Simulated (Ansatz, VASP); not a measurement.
**SrTiO3 in VASP and in Ansatz**

```
CELL_PARAMETERS angstrom
3.90685 0.00000 0.00000
0.00000 3.90685 0.00000
0.00000 0.00000 3.90685
ATOMIC_POSITIONS crystal
Sr 0.00000 0.00000 0.00000
Ti 0.50000 0.50000 0.50000
O 0.50000 0.00000 0.50000
O 0.50000 0.50000 0.00000
O 0.00000 0.50000 0.50000
```

Alike in both runs: task single point; functional r2SCAN; k mesh 6 × 6 × 6; no spin polarisation.

|  | VASP | Ansatz |
| --- | --- | --- |
| version | VASP 6.6.1 | Ansatz 0.2.0 |
| potentials or method | VASP PAW PBE potentials, release 64 (Sr_sv, Ti_sv, O) | plane waves, PAW |
| plane-wave cutoff (eV) | 520 | 500 |
| occupations | gaussian, width 0.01 eV | fixed |
| valence electrons in the cell | 40 | 40 |

Ansatz gave:

```
gap on the k mesh at the Fermi level (eV) : 2.26
pressure (GPa)                            : 0.0
```

Q: Which values does VASP return?

A: gap on the k mesh at the Fermi level (eV): 2.27; pressure (GPa): 0.9.

Caveats: the PAW data sets were made with another functional, which shifts forces and pressure a little (VASP). A k mesh can miss the band edges. r2SCAN opens gaps a little over a GGA but as a rule still falls short of measured ones.
